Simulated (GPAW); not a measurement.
# FeSi (P2_13) in GPAW: reference runs

Aim: a first look at FeSi with PBEsol, on the cell as given.

All numbers are computed with GPAW 26.7.0; they aren't measurements. Logs are shortened: lines on timing, memory, paths and dates and some standing lists are left out, and cuts for length are marked. The log counts tension as positive stress, the text compression.

### 1 The crystal as given

It takes space group P2_13 (No. 198, cubic). The conventional cell has a = 4.551 Å, b = 4.551 Å, c = 4.551 Å, α = 90.00°, β = 90.00°, γ = 90.00°. Around Fe (site symmetry 3) lie 7 Si at 2.32 to 2.55 Å. Si (site symmetry 3) is surrounded by 7 Fe at 2.32 to 2.55 Å.

### 2 Single point, PBEsol, collinear spin, ferromagnetic start

Contents of run.py:

```python
from ase import Atoms
from ase.dft.bandgap import bandgap
from ase.io import write
from ase.units import GPa
from gpaw import GPAW, PW, setup_paths

setup_paths.insert(0, '.')

atoms = Atoms(['Fe', 'Fe', 'Fe', 'Fe', 'Si', 'Si', 'Si', 'Si'],
              cell=[[4.5507, 0.0, 0.0],
                    [0.0, 4.5507, 0.0],
                    [0.0, 0.0, 4.5507]],
              scaled_positions=[[0.86348, 0.63652, 0.36348],
                                [0.63652, 0.36348, 0.86348],
                                [0.36348, 0.86348, 0.63652],
                                [0.13652, 0.13652, 0.13652],
                                [0.1576, 0.3424, 0.6576],
                                [0.3424, 0.6576, 0.1576],
                                [0.6576, 0.1576, 0.3424],
                                [0.8424, 0.8424, 0.8424]],
              pbc=True)
atoms.set_initial_magnetic_moments([3.0, 3.0, 3.0, 3.0, 0.0, 0.0, 0.0, 0.0])

calc = GPAW(mode=PW(600),
            xc='PBEsol',
            kpts={'size': (6, 6, 6), 'gamma': True},
            occupations={'name': 'fermi-dirac', 'width': 0.05},
            nbands=48,
            convergence={'density': 1e-05, 'energy': 1e-05},
            maxiter=150,
            txt='gpaw.txt')
atoms.calc = calc
energy = atoms.get_potential_energy()
forces = atoms.get_forces()
stress = atoms.get_stress()
calc.write('gs.gpw')
write('result.traj', atoms)
print(f'Energy: {energy:.6f} eV')
print('Forces (eV/A):')
print(forces.round(4))
print('Stress (GPa):', (stress / GPa).round(3))
print('Moments:', calc.get_magnetic_moments().round(3))
print('Fermi level:', round(calc.get_fermi_level(), 4), 'eV')
print(f'Gap: {bandgap(calc)[0]:.4f} eV, direct: {bandgap(calc, direct=True)[0]:.4f} eV')
```

Potentials or basis: PAW data sets generated in the run's folder for this functional, pw.

Started as:

```bash
> gpaw-setup -f PBEsol Fe Si
> OMP_NUM_THREADS=1 python run.py
```

gpaw.txt:

```text
__  _  _
 | _ |_)|_||  |
 |__||  | ||/\| - 26.7.0

Input parameters:
  mode=PW(ecut=600.0),
  convergence={'density': 1e-05, 'energy': 1e-05},
  kpts=MonkhorstPack(size=(6, 6, 6), gamma=True),
  maxiter=150,
  nbands=48,
  occupations=Occupations(name='fermi-dirac', width=0.05),
  xc=XC(name='PBEsol')

Diagonalizing LCAO Hamiltonian
Converting LCAO to pw mode
    .----------.
   /|        Si|
  / |          |
 *  |   FFe    |
 |  Si         |
 |  |       Fe |
 |  .--SiSi----.
 | /          /
 |/Fe        /
 *----------*

Atoms  # Å, Bohr magnetons
|   | symbol |        x |        y |        z |    initial magnetic moments |
|---|--------|----------|----------|----------|-----------------------------|
| 0 |     Fe | 3.929438 | 2.896612 | 1.654088 | ( 0.0000,  0.0000,  3.0000) |
| 1 |     Fe | 2.896612 | 1.654088 | 3.929438 | ( 0.0000,  0.0000,  3.0000) |
| 2 |     Fe | 1.654088 | 3.929438 | 2.896612 | ( 0.0000,  0.0000,  3.0000) |
| 3 |     Fe | 0.621262 | 0.621262 | 0.621262 | ( 0.0000,  0.0000,  3.0000) |
| 4 |     Si | 0.717190 | 1.558160 | 2.992540 | ( 0.0000,  0.0000,  0.0000) |
| 5 |     Si | 1.558160 | 2.992540 | 0.717190 | ( 0.0000,  0.0000,  0.0000) |
| 6 |     Si | 2.992540 | 0.717190 | 1.558160 | ( 0.0000,  0.0000,  0.0000) |
| 7 |     Si | 3.833510 | 3.833510 | 3.833510 | ( 0.0000,  0.0000,  0.0000) |

Unit cell  # Å
| periodic |        x |        y |        z |  lengths |    angles |
|----------|----------|----------|----------|----------|-----------|
|      yes | 4.550700 | 0.000000 | 0.000000 | 4.550700 | 90.000000 |
|      yes | 0.000000 | 4.550700 | 0.000000 | 4.550700 | 90.000000 |
|      yes | 0.000000 | 0.000000 | 4.550700 | 4.550700 | 90.000000 |

Number of symmetries: 3
Symmetry operations  # r_c * U_cc + t_c -> r_c
|   | kind |            matrix            |
|---|------|------------------------------|
| 0 |  E   |  1, 0, 0,  0, 1, 0,  0, 0, 1 |
| 1 |  C3  |  0, 1, 0,  0, 0, 1,  1, 0, 0 |
| 2 |  C3  |  0, 0, 1,  1, 0, 0,  0, 1, 0 |

BZ-sampling:
  Number of BZ points: 216
  Number of IBZ points: 40

  Monkhorst-Pack size: [6, 6, 6]
  Monkhorst-Pack shift: [0.08333333333333333, 0.08333333333333333, 0.08333333333333333]

K-points  # in reciprocal-cell coordinates
|     |                                coordinates |     weight |
|-----|--------------------------------------------|------------|
|   0 | (  0.00000000,   0.00000000,   0.00000000) | 0.00462963 |
|   1 | (  0.16666667,   0.00000000,  -0.16666667) | 0.02777778 |
|   2 | (  0.16666667,   0.00000000,   0.00000000) | 0.02777778 |
|   3 | (  0.16666667,   0.16666667,  -0.16666667) | 0.02777778 |
|   4 | (  0.16666667,   0.16666667,   0.00000000) | 0.02777778 |
|   5 | (  0.16666667,   0.16666667,   0.16666667) | 0.00925926 |
|   6 | (  0.33333333,  -0.16666667,  -0.33333333) | 0.02777778 |
|   7 | (  0.33333333,  -0.16666667,  -0.16666667) | 0.02777778 |
|   8 | (  0.33333333,  -0.16666667,   0.00000000) | 0.02777778 |
|   9 | (  0.33333333,  -0.16666667,   0.16666667) | 0.02777778 |
| ... |                                            |            |
|  39 | (  0.50000000,   0.50000000,   0.50000000) | 0.00462963 |

Plane wave coefficients: 3178
Cutoff: 600.0 eV

Spin-components: 2 (collinear spins)
Bands:           48
Projectors:      44
Spin-degeneracy: 1
Datatype:        complex128

Parallelization:
  kpt:    1
  domain: 1
  band:   1

Density:
  Valence electrons: 48.0
  Components: 2
  Grid points: [27 27 27]
  Charge: 0.0  # |e|

Potential:
  Grid points: [27 27 27]

species:
  Fe:
    name:    Iron
    Z:       26.0
    valence: 8
    core:    18
    charge:  0.0  # [|e|]
    compensation charges:
      type: gauss
      rc: 0.33  # [Å]
      lmax: 2
    cutoffs:
      filter: 2.06  # [Å]
      core: 2.67  # [Å]
    projectors
    | kind |    occ | energy [eV] | rcut [Å] |
    |------|--------|-------------|----------|
    |   4s |  2.000 |      -5.310 |    1.164 |
    |   4p |  0.000 |      -1.300 |    1.058 |
    |   3d |  6.000 |      -7.529 |    1.058 |
    |    s |        |      21.902 |    1.164 |
    |    p |        |      25.911 |    1.058 |
    |    d |        |      19.682 |    1.058 |

    Using partial waves for Fe as LCAO basis

  Si:
    name:    Silicon
    Z:       14.0
    valence: 4
    core:    10
    charge:  0.0  # [|e|]
    compensation charges:
      type: gauss
      rc: 0.33  # [Å]
      lmax: 2
    cutoffs:
      filter: 1.86  # [Å]
      core: 2.06  # [Å]
    projectors
    | kind |    occ | energy [eV] | rcut [Å] |
    |------|--------|-------------|----------|
    |   3s |  2.000 |     -10.768 |    1.058 |
    |   3p |  2.000 |      -4.057 |    1.058 |
    |    s |        |      16.444 |    1.058 |
    |    p |        |      23.155 |    1.058 |
    |    d |        |       0.000 |    1.058 |

    Using partial waves for Si as LCAO basis

Reference energy: -169835.385242  # eV

eigensolver:
  PPCG
  Converge bands: occupied
  niter=2

density mixing:
  MSR1-Mixer
  Pratt-step length: 0.05
  Maximum mixing coefficient: 0.75
  Old densities: 10
  SVD Regularization: 0.005
  Good broyden scale: 1.0
  Trust region scale: 1.0
  Backstep threshold: 4.0
  History deletion threshold: 6.0
  Fourier metric: weight=20.0, sigma=0.015

occupation numbers:
  Fermi-Dirac:
    width: 0.0500  # eV

poisson solver:
  ecut: 4800.0  # eV

xc functional:
  name: PBEsol with 2 nearest neighbor stencil

convergence criteria:
- Maximum integral of absolute [dens]ity change: 1e-05 electrons / valence electron
- Maximum [total energy] change in last 3 cyles: 1e-05 eV / valence electron
- Maximum integral of absolute [eigenst]ate change: 4e-08 eV^2 / valence electron
maximum number of iterations: 150

SCF iterations
|iter     | |      energy | eigst |  dens |  magmom |
|---------|-|-------------|-------|-------|---------|
|iter:   1| |  -64.042823 | +0.66 |       | +12.0245|
|iter:   2| |  -64.608019 | -1.12 | -0.71 | +11.7317|
|iter:   3| |  -65.495955 | -1.69 | -0.76 |  +9.6944|
|iter:   4| |  -65.801388 | -1.54 | -0.84 |  +6.7571|
|iter:   5| |  -66.041064 | -2.50 | -1.22 |  +5.1007|
|iter:   6| |  -66.174391 | -2.35 | -1.42 |  +3.4013|
|iter:   7| |  -66.152729 | -3.06 | -1.52 |  +3.4050|
|iter:   8| |  -66.150524 | -3.53 | -1.66 |  +3.5509|
|iter:   9| |  -66.151629 | -3.79 | -2.07 |  +3.6478|
|iter:  10| |  -66.151463 | -4.99 | -2.78 |  +3.6526|
|iter:  11| |  -66.151364c| -6.02 | -3.47 |  +3.6460|
|iter:  12| |  -66.151316c| -6.67 | -3.84 |  +3.6419|
|iter:  13| |  -66.151280c| -7.19 | -4.12 |  +3.6383|
|iter:  14| |  -66.151265c| -7.58c| -4.38 |  +3.6363|
|iter:  15| |  -66.151260c| -7.83c| -4.69 |  +3.6354|
|iter:  16| |  -66.151264c| -7.68c| -5.05c|  +3.6356|

Converged in 16 steps
Energy contributions relative to reference atoms: (reference = -169835.385242)

Energy contributions:
  Kinetic:          26.908713
  Coulomb:         -17.668106
  Zero:              0.243399
  External:          0.000000
  Xc:              -75.603593
  Entropy:          -0.063354
  Spinorbit:         0.000000
  ----------------------------
  Free energy:     -66.182941
  Extrapolated:    -66.151264

dipole moment: (-0.000094, -0.000094, -0.000094)  # |e|*Ang

Total magnetic moment: (0.000000, 0.000000, 3.635590)

Local magnetic moments
|        x |        y |         z |
|----------|----------|-----------|
| 0.000000 | 0.000000 |  0.989964 |  # Fe   0
| 0.000000 | 0.000000 |  0.989964 |  # Fe   1
| 0.000000 | 0.000000 |  0.989964 |  # Fe   2
| 0.000000 | 0.000000 |  0.989715 |  # Fe   3
| 0.000000 | 0.000000 | -0.047857 |  # Si   4
| 0.000000 | 0.000000 | -0.047857 |  # Si   5
| 0.000000 | 0.000000 | -0.047857 |  # Si   6
| 0.000000 | 0.000000 | -0.047860 |  # Si   7

Fermi level: 10.505
Eigenvalues  # (at kpt = [0.000, 0.000, 0.000])
| band index |      eig [eV] | occ [0-1] |      eig [eV] | occ [0-1] |
|------------|---------------|-----------|---------------|-----------|
|          0 |        -2.345 |     1.000 |        -2.379 |     1.000 |
|        ... |               |           |               |           |
|         14 |         7.828 |     1.000 |         8.553 |     1.000 |
|         15 |         7.828 |     1.000 |         8.553 |     1.000 |
|         16 |         8.387 |     1.000 |         8.905 |     1.000 |
|         17 |         8.387 |     1.000 |         8.905 |     1.000 |
|         18 |         8.387 |     1.000 |         8.905 |     1.000 |
|         19 |         9.768 |     1.000 |        10.601 |     0.129 |
|         20 |         9.768 |     1.000 |        10.601 |     0.129 |
|         21 |         9.768 |     1.000 |        10.601 |     0.129 |
|         22 |         9.843 |     1.000 |        10.820 |     0.002 |
|         23 |         9.843 |     1.000 |        10.820 |     0.002 |
|         24 |        10.575 |     0.198 |        11.600 |     0.000 |
|         25 |        10.575 |     0.198 |        11.600 |     0.000 |
|         26 |        10.575 |     0.198 |        11.600 |     0.000 |
|         27 |        13.006 |     0.000 |        13.418 |     0.000 |
|         28 |        13.006 |     0.000 |        13.418 |     0.000 |
|        ... |               |           |               |           |
|         47 |        25.003 |     0.000 |        25.013 |     0.000 |

No gap
No difference between direct/indirect transitions

Forces  # eV/Ang
|        x |        y |        z |
|----------|----------|----------|
|  0.01002 | -0.01000 |  0.01009 |  # Fe   0
| -0.01000 |  0.01009 |  0.01002 |  # Fe   1
|  0.01009 |  0.01002 | -0.01000 |  # Fe   2
| -0.01007 | -0.01007 | -0.01007 |  # Fe   3
| -0.03655 |  0.03650 | -0.03651 |  # Si   4
|  0.03650 | -0.03651 | -0.03655 |  # Si   5
| -0.03651 | -0.03655 |  0.03650 |  # Si   6
|  0.03657 |  0.03657 |  0.03657 |  # Si   7

Stress tensor  # eV/Ang^3
|        x |        y |        z |
|----------|----------|----------|
| 0.091509 | 0.000001 | 0.000001 |
| 0.000001 | 0.091509 | 0.000001 |
| 0.000001 | 0.000001 | 0.091509 |

# Writing to gs.gpw (mode='')
```

Wall time 5.4 min (1 thread of Arm Neoverse V2, shared host); peak memory 0.41 GiB.

Results:

* Free energy: -66.1829 eV
* Pressure: -14.7 GPa
* Largest force: 0.063 eV/Å
* Band gap on the k mesh: none (metal or under the smearing width)
* Net moment: 3.64 μB per cell
* Site moments: Fe +0.99; Si -0.05 μB

Forces in eV/Å, atoms in the order of the input:
```
Fe   0.010 -0.010  0.010
Fe  -0.010  0.010  0.010
Fe   0.010  0.010 -0.010
Fe  -0.010 -0.010 -0.010
Si  -0.037  0.036 -0.037
Si   0.036 -0.037 -0.037
Si  -0.037 -0.037  0.036
Si   0.037  0.037  0.037
```
